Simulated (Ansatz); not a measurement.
# SnSe: computed properties

Computed with Ansatz, DFT PBE, scalar-relativistic, plane waves, PAW.

Settings: cutoff 420 eV, Γ-centred mesh 6×4×4 on the computed 8-atom cell, Gaussian smearing of 0.02 eV; no spin polarisation.

The structure is relaxed at this level of theory with its symmetry kept, and needn't be the ground state of this composition.

Space group P1 (No. 1), triclinic, a = 6.163 Å, b = 7.139 Å, c = 7.154 Å, α = 79.8°, β = 64.7°, γ = 64.7°. Sn on its first site has 3 Se at 2.77–2.88 Å and 2 Se at 3.28–3.43 Å; Sn on its second site has 3 Se at 2.77–2.88 Å and 2 Se at 3.28–3.43 Å; Sn on its third site has 3 Se at 2.77–2.88 Å and 2 Se at 3.28–3.42 Å; Sn on its fourth site is surrounded by 3 Se at 2.77–2.89 Å and 2 Se at 3.28–3.42 Å; Se on its first site is surrounded by 3 Sn at 2.77–2.88 Å and 2 Sn at 3.28–3.42 Å; Se on its second site is surrounded by 3 Sn at 2.77–2.89 Å and 2 Sn at 3.28–3.42 Å; 2 more sites not described.

* Volume per atom: 32.16 Å³
* Formation energy from the elements' standard states (uncorrected): -0.391 eV/atom
* Kohn–Sham band gap: 1.00 eV
* Orbital (Löwdin) character of the top 1 eV of the valence band: Se 4p 61 %, Sn 5p 20 %, Sn 5s 17 %
* Orbital (Löwdin) character of the lowest 1 eV of the conduction band: Sn 5p 71 %, Se 4p 14 %
* Bader charge by site (e): Sn (1 in the cell) 0.82, Sn (1 in the cell) 0.82, Sn (1 in the cell) 0.82, Sn (1 in the cell) 0.82, Se (1 in the cell) -0.82, Se (1 in the cell) -0.82, Se (1 in the cell) -0.82, Se (1 in the cell) -0.82

The cell holds layers, chains or molecules and no dispersion correction was added, so their binding is poorly described.

The cell was found from a structure generator's guess, not taken from experiment. Kohn–Sham gaps at this level usually fall short of measured ones. Löwdin shares on free-atom orbitals overweight diffuse shells in the empty bands.
